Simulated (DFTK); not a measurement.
Rb:

```
Rb
1.0
    -2.80250    2.80250    2.80250
     2.80250   -2.80250    2.80250
     2.80250    2.80250   -2.80250
Rb
1
Cartesian
  0.0000 0.0000 0.0000
```

```yaml
Program: DFTK 0.8.2
Task: single point
Functional: PBE
Potentials_or_basis: dojo.nc.sr.pbe.v0_4_1.standard.upf (PBE)
Cutoff: 789 eV
k_mesh: 7 × 7 × 7
Occupations: fermi-dirac, width 0.05 eV
Spin: no spin polarisation
```

On this cell: pressure 0.1 GPa; band gap on the k mesh none (metal or under the smearing width).

The same run follows on a disturbed copy (cell strained at random at fixed volume):

```xyz
1
Lattice="-2.9209 2.8264 2.7124 2.9163 -2.8591 2.7405 2.8433 2.7815 -2.7451" Properties=species:S:1:pos:R:3 pbc="T T T"
Rb   -0.0374    0.0067    0.0065
```

Task: What changes?

Result: The energy (extrapolated to zero smearing) moves by +0.1 meV/atom; pressure 0.1 GPa; band gap on the k mesh none (metal or under the smearing width).

Stress tensor (GPa, compression positive):
```
0.11 0.07 0.01
0.07 0.09 0.03
0.01 0.03 0.07
```
